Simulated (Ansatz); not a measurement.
Varying the input for Ca

The reference input for Ansatz (plane-wave DFT with PAW):

```yaml
crystal:
  lattice:
    - [-3.7227727908, 3.727764615, 3.3301431152]
    - [3.7227727908, -3.727764615, 3.3301431152]
    - [3.7227727908, 3.727764615, -3.3301431152]
  atoms:
    - { symbol: Ca, position: [0.17042253, 0.67082988, 0.84125241] }
    - { symbol: Ca, position: [0.82957747, 0.32917012, 0.15874759] }
    - { symbol: Ca, position: [0.67042253, 0.82917012, 0.49959265] }
    - { symbol: Ca, position: [0.32957747, 0.17082988, 0.50040735] }
basis:
  ecutwfc: 420
kpoints:
  mp_grid: { grid: [4, 4, 4] }
hamiltonian:
  xc: pbe
scf:
  occupations: { method: gaussian, width: 0.1 }
output:
  forces: true
  stress: true
  eigenvalues: true
```

Command:

```bash
ansatz run input.yaml --threads 1 --pin off --max-ram 1331MiB --backend cpu --events-out ev --progress --plain --runs-dir out
```

The run converges in 7 SCF iterations on 18 irreducible k-points: pressure -0.37 GPa, largest force 0.004 eV/Å, no gap.

The inputs are trials, many of them unsound on purpose. Their numbers show the effect of the settings and aren't properties of the material. Each trial's input is given as a difference from the reference's; energies are extrapolated to zero smearing where there is one, and pressure is positive in compression. Charged cells sit in a uniform background, and their pressures hang on that convention.

Trial 1:

```diff
 scf:
+  lower_state_search: true
+  max_iter: 53
```

The program refuses the input:

```text
Error: YAML parse error: error: line 19 column 3: unknown variant `true`, expected one of off, light, standard, full
```

Trial 2 (atom left out):

```diff
 crystal:
   atoms:
-    - { symbol: Ca, position: [0.17042253, 0.67082988, 0.84125241] }
 kpoints:
-  mp_grid: { grid: [4, 4, 4] }
+  mp_grid: { grid: [1, 1, 5] }
```

The run converges in 10 SCF iterations on 3 irreducible k-points: pressure -1.93 GPa, largest force 0.358 eV/Å, no gap.

Trial 3:

```diff
 scf:
+  lower_state_search: "off"
```

The run converges in 7 SCF iterations on 18 irreducible k-points: the reference's energy to 0.01 meV per atom, pressure -0.37 GPa, largest force 0.004 eV/Å, no gap.

Trial 4:

```diff
+total_charge: 0.1
 kpoints:
-  mp_grid: { grid: [4, 4, 4] }
+  mp_grid: { grid: [1, 1, 1] }
+magnetization:
+  spin_polarized: true
+  initial_magnetization: 1.0
```

The run converges in 17 SCF iterations on 1 irreducible k-point: pressure -2.71 GPa (with the neutralising background of the charged cell), largest force 0.051 eV/Å, no gap, cell moment 5.90 μB (the reference has none, and so few k-points can make one).

Trial 5:

```diff
-basis:
-  ecutwfc: 420
+basis: {}
 hamiltonian:
+  pseudopotentials: { kind: nc }
 scf:
+  max_iter: 82
 output:
+  band_gap: true
+magnetization:
+  magnetic_field: [0, 0, 5]
```

The program refuses the input:

```text
Error: YAML parse error: error: line 24 column 3: unknown field `band_gap`, expected one of write_density, write_potential, write_potential_components, volumetric_format, write_bands, fatbands, populations, hubbard, elf, band_densities, bader, dos, optics, efg, charged_corrections, wannier …
```

Next try, without the unknown key:

```diff
 output:
-  band_gap: true
```

The program refuses the input:

```text
Error: inconsistent input (magnetization.spin_polarized): false but per-atom `spin:`, `per_species`, `initial_magnetization`, `magnetic_field`, or `spin_locking` is set
```

Next try, with these keys changed back:

```diff
-magnetization:
-  magnetic_field: [0, 0, 5]
```

The run converges in 8 SCF iterations on 18 irreducible k-points: at 925 eV, the cutoff that these potentials take when none is typed, pressure -0.38 GPa, largest force 0.004 eV/Å, no gap.

Trial 6:

```diff
+total_charge: -0.5
 scf:
-  occupations: { method: gaussian, width: 0.1 }
+  occupations: { method: gaussian, width: 0.14 }
```

The run converges in 8 SCF iterations on 18 irreducible k-points: pressure -1.70 GPa (with the neutralising background of the charged cell), largest force 0.014 eV/Å, no gap.